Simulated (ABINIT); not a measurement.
Crystal: TePb.

```
CELL_PARAMETERS angstrom
0.00000 3.23100 3.23100
3.23100 0.00000 3.23100
3.23100 3.23100 0.00000
ATOMIC_POSITIONS crystal
Pb 0.00000 0.00000 0.00000
Te 0.50000 0.50000 0.50000
```

Base run:

| Property | Result |
| --- | --- |
| Program | ABINIT 10.8.3 (patched build) |
| Functional | WC |
| Potentials or basis | JTH PAW PBE v2.0 sp |
| Cutoff | 408 eV |
| k mesh | 7 × 7 × 7 |
| Occupations | fermi-dirac, width 0.05 eV |
| Spin | no spin polarisation |

Its results: pressure -0.3 GPa.

Problem. After a change of settings the same cell gave: pressure 5.0 GPa. Which change was it?
A. functional from WC to SOGGA
B. functional from WC to LDA; potentials or basis from JTH PAW PBE v2.0 sp to JTH PAW LDA v2.0 sp
C. functional from WC to PBE; spin from no spin polarisation to spin-orbit coupling, no magnetisation
D. functional from WC to rPW86PBE

Solution. D.

Caveats: the PAW data sets were made with another functional, which shifts forces and pressure a little; this set keeps more shells in the core, which shifts pressures and gaps.
